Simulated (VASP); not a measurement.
A run of VASP 6.6.1 is set up as follows.

File POSCAR:

```
C                                       
1.0
    0.0000000000      1.7858179493      1.7858179493
    1.7858179493      0.0000000000      1.7858179493
    1.7858179493      1.7858179493      0.0000000000
  C             
     2
Direct
     0.0000000000000000    0.0000000000000000    0.0000000000000000
     0.2500000000000000    0.2500000000000000    0.2500000000000000
```

INCAR.step1

```
SYSTEM = C
ALGO = Normal
EDIFF = 1E-5
ENCUT = 450
GGA = PE
ISIF = 2
ISMEAR = 0
KPAR = 2
LASPH = .TRUE.
LCHARG = .FALSE.
LREAL = .FALSE.
LWAVE = .TRUE.
NELM = 120
PREC = Accurate
SIGMA = 0.02
```

Contents of INCAR.step2:

```
SYSTEM = C
AEXX = 0.25
ALGO = Normal
EDIFF = 1E-6
ENCUT = 450
GGA = PE
HFRCUT = -1
ISIF = 2
ISMEAR = 0
ISTART = 1
KPAR = 2
LASPH = .TRUE.
LCHARG = .FALSE.
LHFCALC = .TRUE.
LREAL = .FALSE.
LWAVE = .FALSE.
NELM = 120
PREC = Accurate
PRECFOCK = Fast
SIGMA = 0.02
```

KPOINTS

```
k-points
0
G
  12 12 12
  0 0 0
```

Contents of KPOINTS_OPT:

```
path GXWKGLUWLK,UX
8
line-mode
reciprocal
 0.0000000000  0.0000000000  0.0000000000  G
 0.5000000000  0.0000000000  0.5000000000  X

 0.5000000000  0.0000000000  0.5000000000  X
 0.5000000000  0.2500000000  0.7500000000  W

 0.5000000000  0.2500000000  0.7500000000  W
 0.3750000000  0.3750000000  0.7500000000  K

 0.3750000000  0.3750000000  0.7500000000  K
 0.0000000000  0.0000000000  0.0000000000  G

 0.0000000000  0.0000000000  0.0000000000  G
 0.5000000000  0.5000000000  0.5000000000  L

 0.5000000000  0.5000000000  0.5000000000  L
 0.6250000000  0.2500000000  0.6250000000  U

 0.6250000000  0.2500000000  0.6250000000  U
 0.5000000000  0.2500000000  0.7500000000  W

 0.5000000000  0.2500000000  0.7500000000  W
 0.5000000000  0.5000000000  0.5000000000  L

 0.5000000000  0.5000000000  0.5000000000  L
 0.3750000000  0.3750000000  0.7500000000  K

 0.6250000000  0.2500000000  0.6250000000  U
 0.5000000000  0.0000000000  0.5000000000  X
```

Potentials or basis: VASP PAW PBE potentials, release 64 (C).

The run is started by

```console
$ cat potpaw_PBE.64/C/POTCAR > POTCAR
$ cp INCAR.step1 INCAR
$ mpirun -np 2 vasp_std > vasp.out
$ cp INCAR.step2 INCAR
$ mpirun -np 2 vasp_std > vasp.out
```

Problem. What does it give for the band gap along the path?

Solution. 6.02 eV, indirect (least direct gap 7.68 eV).

Problem. Estimate the band gap on the k mesh.

Solution. 6.05 eV, indirect (least direct gap 7.68 eV).

Levels at the corners of the path, in eV from the valence-band top:
```
point  band 2  band 3  band 4  band 5  band 6  band 7
    Γ    0.00    0.00    0.00    7.68    7.68    7.68
    X  -14.10   -6.88   -6.88    6.65    6.65   19.94
    X  -14.10   -6.88   -6.88    6.65    6.65   19.94
    W  -13.27   -9.05   -9.05   12.91   12.91   14.97
    W  -13.27   -9.05   -9.05   12.91   12.91   14.97
    K  -12.97  -10.13   -5.87    7.63   13.12   17.27
    K  -12.97  -10.13   -5.87    7.63   13.12   17.27
    Γ    0.00    0.00    0.00    7.68    7.68    7.68
    Γ    0.00    0.00    0.00    7.68    7.68    7.68
    L  -14.63   -3.08   -3.08   10.75   10.75   11.04
    L  -14.63   -3.08   -3.08   10.75   10.75   11.04
    U  -12.97  -10.13   -5.87    7.63   13.12   17.27
    U  -12.97  -10.13   -5.87    7.63   13.12   17.27
    W  -13.27   -9.05   -9.05   12.91   12.91   14.97
    W  -13.27   -9.05   -9.05   12.91   12.91   14.97
    L  -14.63   -3.08   -3.08   10.75   10.75   11.04
    L  -14.63   -3.08   -3.08   10.75   10.75   11.04
    K  -12.97  -10.13   -5.87    7.63   13.12   17.27
    U  -12.97  -10.13   -5.87    7.63   13.12   17.27
    X  -14.10   -6.88   -6.88    6.65    6.65   19.94
```
